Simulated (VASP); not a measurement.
# Pt (P6_3/mmc) in VASP: settings compared, part 2 of 2

VASP 6.6.1. Earlier steps stand in the parts before.

**4. Relaxation of cell and atoms, PBE**

INCAR

```
ALGO = Normal
EDIFF = 1E-7
EDIFFG = -0.005
ENCUT = 600
GGA = PE
IBRION = 2
ISIF = 3
ISMEAR = 0
LASPH = T
LCHARG = F
LREAL = F
LWAVE = F
NELM = 80
NSW = 90
PREC = Accurate
SIGMA = 0.1
```

KPOINTS

```
k-points
0
Gamma
  18 18 10
```

POSCAR

```
Pt
1.0
    2.7743674600      0.0000000000      0.0000000000
   -1.3871837300      2.4026727000      0.0000000000
    0.0000000000      0.0000000000      4.5305420600
Pt
2
Direct
    0.3333333300      0.6666666700      0.2500000000
    0.6666666700      0.3333333300      0.7500000000
```

Potentials or basis: VASP PAW PBE potentials, release 64 (Pt).

On the command line:

```sh
cat potpaw_PBE.64/Pt/POTCAR > POTCAR
mpirun -np 1 vasp_std > vasp.out
```

Wall time 3 min (1 thread of Intel Xeon 6975P-C (Granite Rapids), shared host); peak memory 0.25 GiB.

The run converged. Its results:

```yaml
Free_energy: -12.0896 eV
Relaxed_volume: 15.73 Å³/atom
Relaxed_cell: a = 2.758 Å, b = 2.758 Å, c = 4.774 Å, α = 90.00°, β = 90.00°, γ = 120.00°
Space_group_after_relaxing_to_0.05_Å: P6_3/mmc (No. 194)
Energy_gained_by_relaxing: 37.7 meV/atom
Ionic_steps: 12
Pressure_after_relaxing: 0.0 GPa
Band_gap_on_the_k_mesh: none (metal or under the smearing width)
```

The path:
```tsv
step	energy change (eV)	largest force (eV/Å)	pressure (GPa)	volume (Å³)
1	0.0000	0.0000	10.88	30.20
2	0.1622	0.0000	-19.22	34.89
3	-0.0517	0.0000	-1.71	31.64
4	-0.0518	0.0000	-1.35	31.59
5	-0.0731	0.0000	-0.33	31.47
6	-0.0753	0.0000	0.30	31.41
7	-0.0753	0.0000	0.35	31.41
8	-0.0751	0.0000	-0.68	31.55
9	-0.0753	0.0000	0.04	31.45
10	-0.0753	0.0000	0.03	31.45
11	-0.0753	0.0000	0.02	31.45
12	-0.0753	0.0000	0.00	31.46
```

Final structure:
```
Pt
1.0
     2.75821    0.00000    0.00000
    -1.37910    2.38868    0.00000
     0.00000    0.00000    4.77436
Pt
2
Cartesian
  0.0000 1.5925 1.1936
  1.3791 0.7962 3.5808
```

Levels at points of the mesh, in eV from the Fermi level:
```tsv
k point	band 7	band 8	band 9	band 10	band 11	band 12	band 13	band 14
(0.00, 0.00, 0.00)	-3.06	-1.82	-1.82	-0.70	-0.22	-0.22	4.75	15.11
(0.50, 0.00, 0.00)	-2.60	0.02	0.28	0.49	2.28	3.76	7.30	8.88
(0.00, 0.00, 0.50)	-3.43	-3.43	-0.80	-0.80	-0.80	-0.80	12.01	12.01
(0.50, 0.00, 0.50)	-0.85	-0.85	0.40	0.40	1.71	1.71	6.49	6.49
```

Spin-orbit coupling is left out, which matters for the levels of Pt.

**5. Relaxation of cell and atoms, PBE+D3(BJ)**

Edit INCAR of step 4 so:

```diff
@@ -8,2 +8,3 @@
 ISMEAR = 0
+IVDW = 12
 LASPH = T
```

KPOINTS is that of step 4.

POSCAR is that of step 4.

On the command line:

```sh
cat potpaw_PBE.64/Pt/POTCAR > POTCAR
mpirun -np 1 vasp_std > vasp.out
```

Run time: 2.7 min. Hardware: 1 thread of Intel Xeon 6975P-C (Granite Rapids), shared host; peak memory 0.25 GiB.

The run converged. Its results:

| Quantity | Value |
| --- | --- |
| Free energy | -13.6069 eV |
| Relaxed volume | 15.23 Å³/atom |
| Relaxed cell | a = 2.733 Å, b = 2.733 Å, c = 4.710 Å, α = 90.00°, β = 90.00°, γ = 120.00° |
| Space group after relaxing (to 0.05 Å) | P6_3/mmc (No. 194) |
| Energy gained by relaxing | 18.2 meV/atom |
| Ionic steps | 10 |
| Pressure after relaxing | 0.0 GPa |
| Band gap on the k mesh | none (metal or under the smearing width) |
| Dispersion energy per atom | -0.771 eV |

The path:
| step | energy change (eV) | largest force (eV/Å) | pressure (GPa) | volume (Å³) |
| --- | --- | --- | --- | --- |
| 1 | 0.0000 | 0.0000 | 2.26 | 30.20 |
| 2 | -0.0218 | 0.0000 | -5.70 | 31.12 |
| 3 | -0.0238 | 0.0000 | -4.11 | 30.91 |
| 4 | -0.0346 | 0.0000 | 0.64 | 30.42 |
| 5 | -0.0361 | 0.0000 | -0.66 | 30.55 |
| 6 | -0.0361 | 0.0000 | -0.73 | 30.55 |
| 7 | -0.0363 | 0.0000 | 0.22 | 30.44 |
| 8 | -0.0363 | 0.0000 | -0.07 | 30.47 |
| 9 | -0.0363 | 0.0000 | -0.08 | 30.47 |
| 10 | -0.0363 | 0.0000 | 0.00 | 30.47 |

Final structure:
```cif
data_structure
_symmetry_space_group_name_H-M 'P 1'
_symmetry_Int_Tables_number 1
_cell_length_a 2.7330
_cell_length_b 2.7330
_cell_length_c 4.7097
_cell_angle_alpha 90.000
_cell_angle_beta 90.000
_cell_angle_gamma 120.000
_cell_volume 30.47
loop_
_atom_site_label
_atom_site_type_symbol
_atom_site_fract_x
_atom_site_fract_y
_atom_site_fract_z
_atom_site_occupancy
Pt1 Pt 0.33333 0.66667 0.25000 1
Pt2 Pt 0.66667 0.33333 0.75000 1
```

Levels at points of the mesh, in eV from the Fermi level:
| k point | band 7 | band 8 | band 9 | band 10 | band 11 | band 12 | band 13 | band 14 |
| --- | --- | --- | --- | --- | --- | --- | --- | --- |
| (0.00, 0.00, 0.00) | -3.22 | -1.95 | -1.95 | -0.82 | -0.24 | -0.24 | 5.02 | 15.02 |
| (0.50, 0.00, 0.00) | -2.78 | 0.03 | 0.28 | 0.51 | 2.33 | 3.85 | 7.47 | 9.06 |
| (0.00, 0.00, 0.50) | -3.62 | -3.62 | -0.85 | -0.85 | -0.85 | -0.85 | 12.32 | 12.32 |
| (0.50, 0.00, 0.50) | -0.93 | -0.93 | 0.41 | 0.41 | 1.69 | 1.69 | 6.71 | 6.71 |

Caveat: pairwise dispersion overbinds metals, which lowers pressure and volume.

**6. Relaxation of cell and atoms, PBEsol**

Edit INCAR of step 5 so:

```diff
@@ -3,4 +3,4 @@
 EDIFFG = -0.005
-ENCUT = 600
-GGA = PE
+ENCUT = 300
+GGA = PS
 IBRION = 2
@@ -8,3 +8,2 @@
 ISMEAR = 0
-IVDW = 12
 LASPH = T
```

KPOINTS is that of step 5.

POSCAR is that of step 5.

Potentials or basis: VASP PAW PBE potentials, release 64 (Pt).

On the command line:

```sh
cat potpaw_PBE.64/Pt/POTCAR > POTCAR
mpirun -np 1 vasp_std > vasp.out
```

Run time: 57 s. Hardware: 1 thread of Intel Xeon 6975P-C (Granite Rapids), shared host; peak memory 0.15 GiB.

The run converged. Its results:

* Free energy: -13.8235 eV
* Relaxed volume: 15.08 Å³/atom
* Relaxed cell: a = 2.722 Å, b = 2.722 Å, c = 4.701 Å, α = 90.00°, β = 90.00°, γ = 120.00°
* Space group after relaxing (to 0.05 Å): P6_3/mmc (No. 194)
* Energy gained by relaxing: 18.3 meV/atom
* Ionic steps: 8
* Pressure after relaxing: 0.0 GPa
* Band gap on the k mesh: none (metal or under the smearing width)

The path:
```
step  energy change (eV)  largest force (eV/Å)  pressure (GPa)  volume (Å³)
   1              0.0000                0.0000           -0.63        30.20
   2             -0.0324                0.0000            2.01        29.92
   3             -0.0336                0.0000            2.86        29.85
   4             -0.0176                0.0000           -6.32        30.95
   5             -0.0366                0.0000            0.05        30.16
   6             -0.0366                0.0000            0.10        30.15
   7             -0.0366                0.0000           -0.04        30.16
   8             -0.0366                0.0000            0.00        30.16
```

Final structure:
```
CELL_PARAMETERS angstrom
2.72174 0.00000 0.00000
-1.36087 2.35710 0.00000
0.00000 0.00000 4.70119
ATOMIC_POSITIONS crystal
Pt 0.33333 0.66667 0.25000
Pt 0.66667 0.33333 0.75000
```

Levels at points of the mesh, in eV from the Fermi level:
```csv
k point,band 8,band 9,band 10,band 11,band 12,band 13
"(0.00, 0.00, 0.00)",-1.97,-1.97,-0.97,-0.23,-0.23,5.01
"(0.50, 0.00, 0.00)",0.04,0.31,0.53,2.32,3.85,7.45
"(0.00, 0.00, 0.50)",-3.69,-0.85,-0.85,-0.85,-0.85,12.29
"(0.50, 0.00, 0.50)",-0.98,0.44,0.44,1.64,1.64,6.75
```

Caveat: the PAW data sets were made with another functional, which shifts forces and pressure a little. Spin-orbit coupling is left out, which matters for the levels of Pt.

**7. Overview**

| level | potentials or basis | cutoff (eV) | gap on the mesh (eV) | pressure (GPa) | relaxed volume (Å³/atom) |
| --- | --- | --- | --- | --- | --- |
| PBEsol | VASP PAW PBE potentials, release 64 (Pt) | 600 | none | 0.0 | 15.12 |
| LDA | VASP PAW LDA potentials, release 64 (Pt) | 600 | none | 0.0 | 14.89 |
| PBE | VASP PAW PBE potentials, release 64 (Pt) | 600 | none | 0.0 | 15.73 |
| PBE+D3(BJ) | VASP PAW PBE potentials, release 64 (Pt) | 600 | none | 0.0 | 15.23 |
| PBEsol | VASP PAW PBE potentials, release 64 (Pt) | 300 | none | 0.0 | 15.08 |

Alike in all rows: task relaxation of cell and atoms; no spin polarisation; cell relaxed; k mesh 18 × 18 × 10; smearing gaussian 0.1 eV.

Caveats: the PAW data sets were made with another functional, which shifts forces and pressure a little (some runs); pairwise dispersion overbinds metals, which lowers pressure and volume (some runs).

Total energies depend on the potentials used, so only differences within one code and one set of settings carry meaning.
